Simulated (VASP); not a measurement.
# TiSi2 (Fddd) in VASP: a series of runs, part 2 of 2

VASP 6.6.1.

## Step 5: Relaxation of cell and atoms, AM05

The input, INCAR:

```
SYSTEM = TiSi2
ALGO     = Normal         ! electronic algorithm
EDIFF    = 1E-6           ! SCF threshold, eV
EDIFFG   = -0.01          ! ionic threshold
ENCUT    = 600            ! plane-wave cutoff, eV
GGA      = AM             ! functional
IBRION   = 2              ! ionic algorithm
ISIF     = 3              ! what is computed and relaxed
ISMEAR   = -1             ! smearing method
LASPH    = .True.         ! aspherical terms in the spheres
LCHARG   = .False.        ! write CHGCAR
LREAL    = .False.        ! projectors in reciprocal space
LWAVE    = .False.        ! write WAVECAR
NELM     = 80             ! most SCF steps
NSW      = 60             ! ionic steps
PREC     = Accurate       ! precision mode
SIGMA    = 0.05           ! smearing width, eV
```

The input, KPOINTS:

```
k-points
0
Gamma
  5 5 5
  0 0 0
```

The input, POSCAR:

```
TiSi2
1.0
    0.0000000000      4.1175163063      4.2628978354
    2.3895119538      0.0000000000      4.2628978354
    2.3895119538      4.1175163063      0.0000000000
Ti Si
2 4
Direct
    0.7500000000      0.7500000000      0.7500000000
    0.5000000000      0.5000000000      0.5000000000
    0.4125656100      0.0874343900      0.4125656100
    0.0874343900      0.4125656100      0.0874343900
    0.1625656100      0.8374343900      0.1625656100
    0.8374343900      0.1625656100      0.8374343900
```

Run with:

```
$ cat potpaw_PBE.64/Ti_sv/POTCAR potpaw_PBE.64/Si/POTCAR > POTCAR
$ mpirun -np 1 vasp_std > vasp.out
```

Wall time 3 min (1 thread of Intel Xeon 6975P-C (Granite Rapids), shared host); peak memory 0.29 GiB.

It converged, with:

| Property | Result |
| --- | --- |
| Free energy | -42.8952 eV |
| Relaxed volume | 13.68 Å³/atom |
| Relaxed cell | a = 5.891 Å, b = 4.877 Å, c = 4.704 Å, α = 75.86°, β = 53.40°, γ = 50.74° |
| Space group after relaxing (to 0.05 Å) | Fddd (No. 70) |
| Energy gained by relaxing | 3.9 meV/atom |
| Ionic steps | 5 |
| Pressure after relaxing | 0.0 GPa |
| Largest force after relaxing | 0.006 eV/Å |
| Band gap on the k mesh | none (metal or under the smearing width) |

Forces on the atoms (eV/Å):
```
Ti   0.000  0.000  0.000
Ti   0.000  0.000  0.000
Si   0.000 -0.006  0.000
Si   0.000  0.006  0.000
Si   0.000 -0.006  0.000
Si   0.000  0.006  0.000
```

Stress tensor (GPa, compression positive):
```
-0.07  0.00  0.00
 0.00  0.07  0.00
 0.00  0.00  0.04
```

Step by step:
```
step  energy change (eV)  largest force (eV/Å)  pressure (GPa)  volume (Å³)
   1              0.0000                0.0069           -2.97        83.88
   2             -0.0129                0.0069            2.59        80.78
   3             -0.0220                0.0012            0.35        81.97
   4             -0.0230                0.0092           -0.13        82.12
   5             -0.0232                0.0061            0.01        82.07
```

Final structure:
```yaml
crystal:
  lattice:
    - [0.00000, 4.06470, 4.26424]
    - [2.36746, 0.00000, 4.26424]
    - [2.36746, 4.06470, 0.00000]
  atoms:
    - { symbol: Ti, position: [0.75000, 0.75000, 0.75000] }
    - { symbol: Ti, position: [0.50000, 0.50000, 0.50000] }
    - { symbol: Si, position: [0.41254, 0.08746, 0.41254] }
    - { symbol: Si, position: [0.08746, 0.41254, 0.08746] }
    - { symbol: Si, position: [0.16254, 0.83746, 0.16254] }
    - { symbol: Si, position: [0.83746, 0.16254, 0.83746] }
```

Levels at points of the mesh, in eV from the Fermi level:
| k point | band 18 | band 19 | band 20 | band 21 | band 22 | band 23 |
| --- | --- | --- | --- | --- | --- | --- |
| (0.00, 0.00, 0.00) | -1.93 | -1.68 | -1.27 | -0.89 | 2.16 | 3.31 |

Caveat: the PAW data sets were made with another functional, which shifts forces and pressure a little.

## Step 6: Relaxation of cell and atoms, PW91

Changes to INCAR since step 5:

```diff
@@ -5,3 +5,3 @@
 ENCUT    = 600            ! plane-wave cutoff, eV
-GGA      = AM             ! functional
+GGA      = 91             ! functional
 IBRION   = 2              ! ionic algorithm
```

KPOINTS is that of step 5.

POSCAR is that of step 5.

Potentials or basis: VASP PAW PBE potentials, release 64 (Ti_sv, Si).

Run with:

```
$ cat potpaw_PBE.64/Ti_sv/POTCAR potpaw_PBE.64/Si/POTCAR > POTCAR
$ mpirun -np 1 vasp_std > vasp.out
```

OUTCAR:

```text
SYSTEM = TiSi2
   EDIFF = 1E-6
   EDIFFG = -0.01
   ENCUT = 600
   GGA = 91
   IBRION = 2
   ISIF = 3
   ISMEAR = -1
   LASPH = .True.
   LREAL = .False.
   NELM = 80
   NSW = 60
   PREC = Accurate

 ion  position               nearest neighbor table
   1  0.750  0.750  0.750-   6 2.55   5 2.55   6 2.55   5 2.55   3 2.74   3 2.74   4 2.74   4 2.74
                             3 2.78   4 2.78
   2  0.500  0.500  0.500-   4 2.55   3 2.55   4 2.55   3 2.55   5 2.74   5 2.74   6 2.74   6 2.74
                             5 2.78   6 2.78
   3  0.413  0.087  0.413-   6 2.52   6 2.52   2 2.55   2 2.55   4 2.68   1 2.74   1 2.74   1 2.78
                             4 2.79   4 2.79
   4  0.087  0.413  0.087-   5 2.52   5 2.52   2 2.55   2 2.55   3 2.68   1 2.74   1 2.74   1 2.78
                             3 2.79   3 2.79
   5  0.163  0.837  0.163-   4 2.52   4 2.52   1 2.55   1 2.55   6 2.68   2 2.74   2 2.74   2 2.78
                             6 2.79   6 2.79
   6  0.837  0.163  0.837-   3 2.52   3 2.52   1 2.55   1 2.55   5 2.68   2 2.74   2 2.74   2 2.78
                             5 2.79   5 2.79

  LATTYP: Found a face centered orthorhombic cell.
 ALAT       =     4.7790239076
 B/A-ratio  =     1.7231620456
 C/A-ratio  =     1.7840035613

  Lattice vectors:

 A1 = (   0.0000000000,   4.1175163063,   4.2628978354)
 A2 = (   2.3895119538,   0.0000000000,   4.2628978354)
 A3 = (   2.3895119538,   4.1175163063,   0.0000000000)

Analysis of symmetry for initial positions (statically):
=====================================================================
 Subroutine PRICEL returns:
 Original cell was already a primitive cell.

 Routine SETGRP: Setting up the symmetry group for a
 face centered orthorhombic supercell.

 Subroutine GETGRP returns: Found  8 space group operations
 (whereof  4 operations were pure point group operations)
 out of a pool of  8 trial point group operations.

The static configuration has the point symmetry D_2 .
 The point group associated with its full space group is D_2h.

Analysis of symmetry for dynamics (positions and initial velocities):
=====================================================================
 Subroutine PRICEL returns:
 Original cell was already a primitive cell.

 Routine SETGRP: Setting up the symmetry group for a
 face centered orthorhombic supercell.

[... 121 lines left out ...]
   POTIM  = 0.5000    time-step for ionic-motion
   TEBEG  =    0.0;   TEEND  =   0.0 temperature during run
   PSTRESS=    0.0 pullay stress
   NELECT =      40.0000    total number of electrons
   NUPDOWN=      -1.0000    fix difference up-down
   EMIN   =  10.00;   EMAX   =-10.00  energy-range for DOS
   EFERMI =   0.00;   METHOD = LEGACY
   ISMEAR =    -1;   SIGMA  =   0.05  broadening in eV -4-tet -1-fermi 0-gaus
   EFERMI_NEDOS =   21; number of points for ismear=-14 and -15
   IALGO  =     38    algorithm
   IMIX   =      4    mixing-type and parameters
     AMIX     =   0.40;   BMIX     =  1.00
     AMIX_MAG =   1.60;   BMIX_MAG =  1.00
  volume/ion in A,a.u.               =      13.98        94.35
  Fermi-wavevector in a.u.,A,eV,Ry     =   1.278994  2.416947 22.256742  1.635824
  Thomas-Fermi vector in A             =   2.411504
   LORBIT       =      0    0 simple, 1 ext, 2 COOP (PROOUT), +10 PAW based schemes
   GGA     = 91    functional components
   LHFCALC =     F    Hartree Fock is set to
   AEXX    =    0.0000 exact exchange contribution
   IVDW    =     0    specifies the selected vdW correction
   LEPSILON=     F    determine dielectric tensor
   LRPA    =     F    only Hartree local field effects (RPA)
 conjugate gradient relaxation of ions
 non-spin polarized calculation
  energy-cutoff  :      600.00
  volume of cell :       83.88
 maximum number of plane-waves:      2827
   NGX = 23   NGY = 19   NGZ = 19

--------------------------------------- Ionic step        1  -------------------------------------------

 number of electron      39.9999999 magnetization

 Free energy of the ion-electron system (eV)
  ---------------------------------------------------
  ext. energy  EPLUGINS =         0.00000000
  ---------------------------------------------------
  free energy    TOTEN  =       -40.33899060 eV

  energy without entropy =      -40.31813488  energy(sigma->0) =      -40.32856274

 E-fermi :  10.0652     XC(G=0): -11.7372

 val. band max:       10.0120792215   @ k =   0.4000  -0.0000   0.2000
 cond. band min:      10.0668707830   @ k =   0.4000   0.0000   0.0000
 fundamental gap:      0.0547915614
 Fermi energy:        10.0652182717

 k-point     1 :       0.0000    0.0000    0.0000
  band No.  band energies     occupation
      1     -45.9637      2.00000
      2     -45.9347      2.00000
      3     -22.4589      2.00000
      4     -22.4562      2.00000
      5     -22.3671      2.00000
      6     -22.3523      2.00000
[... 878 lines left out ...]
--------------------------------------- Ionic step        7  -------------------------------------------

 number of electron      40.0000000 magnetization

 Free energy of the ion-electron system (eV)
  ---------------------------------------------------
  ext. energy  EPLUGINS =         0.00000000
  ---------------------------------------------------
  free energy    TOTEN  =       -40.35383318 eV

  energy without entropy =      -40.33252527  energy(sigma->0) =      -40.34317923

 E-fermi :   9.8471     XC(G=0): -11.6557

 val. band max:        9.7928879846   @ k =   0.4000  -0.0000   0.2000
 cond. band min:       9.8495850047   @ k =  -0.4000   0.4000   0.2000
 fundamental gap:      0.0566970201
 Fermi energy:         9.8470816145

 k-point     1 :       0.0000    0.0000    0.0000
  band No.  band energies     occupation
      1     -46.2510      2.00000
      2     -46.2248      2.00000
      3     -22.7369      2.00000
      4     -22.7326      2.00000
      5     -22.6451      2.00000
      6     -22.6328      2.00000
[... 672 lines left out ...]
  FREE ENERGIE OF THE ION-ELECTRON SYSTEM (eV)
  ---------------------------------------------------
  free  energy   TOTEN  =       -40.3538331827 eV

  energy  without entropy=      -40.3325252698  energy(sigma->0) =      -40.34317923

 reached required accuracy - stopping structural energy minimisation
```

Wall time 3.4 min (1 thread of Intel Xeon 6975P-C (Granite Rapids), shared host); peak memory 0.3 GiB.

Results:

```
Free energy                            : -40.3538 eV
Relaxed volume                         : 14.24 Å³/atom
Relaxed cell                           : a = 5.970 Å, b = 4.927 Å, c = 4.783 Å, α = 75.86°, β = 53.16°, γ = 50.99°
Space group after relaxing (to 0.05 Å) : Fddd (No. 70)
Energy gained by relaxing              : 2.5 meV/atom
Ionic steps                            : 7
Pressure after relaxing                : 0.0 GPa
Largest force after relaxing           : 0.003 eV/Å
Band gap on the k mesh                 : none (metal or under the smearing width)
```

Forces in eV/Å, atoms in the order of the input:
```
Ti   0.000  0.000  0.000
Ti   0.000  0.000  0.000
Si   0.000  0.003  0.000
Si   0.000 -0.003  0.000
Si   0.000  0.003  0.000
Si   0.000 -0.003  0.000
```

Stress tensor (GPa, compression positive):
```
-0.04  0.00  0.00
 0.00  0.03  0.00
 0.00  0.00 -0.08
```

The path:
```csv
step,energy change (eV),largest force (eV/Å),pressure (GPa),volume (Å³)
1,0.0000,0.0284,2.77,83.88
2,-0.0022,0.0515,-2.36,86.85
3,-0.0141,0.0402,0.00,85.41
4,-0.0145,0.0317,-0.01,85.43
5,-0.0146,0.0205,-0.02,85.46
6,-0.0148,0.0073,-0.03,85.45
7,-0.0148,0.0030,-0.03,85.45
```

Final structure:
```yaml
crystal:
  lattice:
    - [0.00000, 4.13805, 4.30286]
    - [2.39943, 0.00000, 4.30286]
    - [2.39943, 4.13805, 0.00000]
  atoms:
    - { symbol: Ti, position: [0.75000, 0.75000, 0.75000] }
    - { symbol: Ti, position: [0.50000, 0.50000, 0.50000] }
    - { symbol: Si, position: [0.41147, 0.08853, 0.41147] }
    - { symbol: Si, position: [0.08853, 0.41147, 0.08853] }
    - { symbol: Si, position: [0.16147, 0.83853, 0.16147] }
    - { symbol: Si, position: [0.83853, 0.16147, 0.83853] }
```

Caveat: the PAW data sets were made with another functional, which shifts forces and pressure a little.

## Step 7: For comparison

An earlier run on the cell as given: functional PBEsol; potentials or basis VASP PAW PBE potentials, release 64 (Ti_sv, Si); cutoff 520 eV; k mesh 7 × 7 × 7; occupations fermi-dirac, width 0.05 eV; no spin polarisation.

- Pressure: -1.8 GPa
- Largest force: 0.049 eV/Å
- Band gap on the k mesh: none (metal or under the smearing width)

## Step 8: The runs side by side

```tsv
task	level	cell	k mesh	cutoff (eV)	ladder	gap on the mesh (eV)	pressure (GPa)	relaxed volume (Å³/atom)	largest force (eV/Å)
relaxation of cell and atoms	RPBE	relaxed	5 × 5 × 5	600	-	none	0.0	14.40	-
relaxation of cell and atoms	revPBE	relaxed	5 × 5 × 5	600	-	none	-0.1	14.34	-
relaxation of cell and atoms	BLYP	relaxed	5 × 5 × 5	600	-	none	0.0	15.00	-
relaxation of cell and atoms	AM05	relaxed	5 × 5 × 5	600	-	none	0.0	13.68	0.01
relaxation of cell and atoms	PW91	relaxed	5 × 5 × 5	600	-	none	0.0	14.24	-
single point	PBEsol	as given	7 × 7 × 7	520	free	none	-1.8	-	0.05
```

Alike in all rows: potentials or basis VASP PAW PBE potentials, release 64 (Ti_sv, Si); no spin polarisation; smearing fermi-dirac 0.05 eV.

Caveats: the PAW data sets were made with another functional, which shifts forces and pressure a little.

Total energies depend on the potentials used, so only differences within one code and one set of settings carry meaning.
